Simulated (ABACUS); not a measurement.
Dy:

```xyz
1
Lattice="-2.0004 2.0004 2.0004 2.0004 -2.0004 2.0004 2.0004 2.0004 -2.0004" Properties=species:S:1:pos:R:3 pbc="T T T"
Dy    0.0000    0.0000    0.0000
```

This isn't the form of Dy at room conditions, which is hcp.

* Program: ABACUS 3.10.1
* Task: single point
* Functional: PBE
* Potentials or basis: PseudoDojo NC SR 0.4.1 PBE standard, lanthanides 3+ (f in core)
* Cutoff: 1361 eV
* Density cutoff: 5442 eV
* Basis: DZP LCAO (the cutoffs set its grid)
* k mesh: 9 × 9 × 9
* Occupations: fermi-dirac, width 0.05 eV
* Spin: collinear spin, ferromagnetic start
* Starting moments: [1.0] μB

On this cell: net moment 0.00 μB per cell; band gap on the k mesh none (metal or under the smearing width).

The same run follows on a disturbed copy (cell strained at random at fixed volume):

```xyz
1
Lattice="-1.9704 2.0548 1.9451 2.0593 -2.0273 2.0065 1.9414 1.9983 -1.9176" Properties=species:S:1:pos:R:3 pbc="T T T"
Dy   -0.0148   -0.0385    0.0102
```

Problem. What does the disturbed cell give?

Solution. The energy (extrapolated to zero smearing) moves by +3.7 meV/atom; net moment 0.00 μB per cell; band gap on the k mesh none (metal or under the smearing width).

Caveats: the atomic orbitals were generated for these runs and aren't a published set; the magnetic or orbital state may not be the lowest; all typed moments are zero, and the program then starts from 1 μB on every atom; spin-orbit coupling is left out, which moves the levels of the heavy elements; the 4f electrons are frozen in the core as for a trivalent ion, so they carry no moment and show no levels; the basis of atomic orbitals isn't converged, which shifts pressures, moduli and gaps.
